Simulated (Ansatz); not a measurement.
The system is Sb.

```
CELL_PARAMETERS angstrom
-1.87134 1.87134 1.87134
1.87134 -1.87134 1.87134
1.87134 1.87134 -1.87134
ATOMIC_POSITIONS crystal
Sb 0.00000 0.00000 0.00000
```

This isn't the form of Sb at room conditions, which is rhombohedral.

| Property | Result |
| --- | --- |
| Program | Ansatz 0.2.0 |
| Task | relaxation of cell and atoms |
| Functional | RPBE |
| Potentials or basis | Ansatz PAW |
| Cutoff | 420 eV (not typed: the program's choice for these potentials) |
| k mesh | 10 × 10 × 10 |
| Occupations | fermi-dirac, width 0.05 eV |
| Spin | no spin polarisation |

At the start: volume 26.21 Å³/atom.

How do energy, volume and symmetry change on relaxing?

It ends after 5 steps and the volume is 28.13 Å³/atom (+7.3 %); space group Im-3m (No. 229, to 0.05 Å).

Step by step:
| step | energy change (eV) | largest force (eV/Å) | volume (Å³) |
| --- | --- | --- | --- |
| 1 | 0.0000 | 0.0000 | 26.21 |
| 2 | -0.0220 | 0.0000 | 28.85 |
| 3 | -0.0251 | 0.0000 | 28.22 |
| 4 | -0.0252 | 0.0000 | 28.13 |
| 5 | -0.0255 | 0.0000 | 28.13 |

Final structure:
```cif
data_structure
_symmetry_space_group_name_H-M 'P 1'
_symmetry_Int_Tables_number 1
_cell_length_a 3.3184
_cell_length_b 3.3184
_cell_length_c 3.3184
_cell_angle_alpha 109.471
_cell_angle_beta 109.471
_cell_angle_gamma 109.471
_cell_volume 28.13
loop_
_atom_site_label
_atom_site_type_symbol
_atom_site_fract_x
_atom_site_fract_y
_atom_site_fract_z
_atom_site_occupancy
Sb1 Sb 0.00000 0.00000 0.00000 1
```

Caveat: the plane-wave basis is chosen anew once the cell has moved, so the energies of steps on either side of that aren't comparable; the PAW data sets come from PBE, with cores solved anew for the run's functional, which leaves a small shift of forces and pressure.
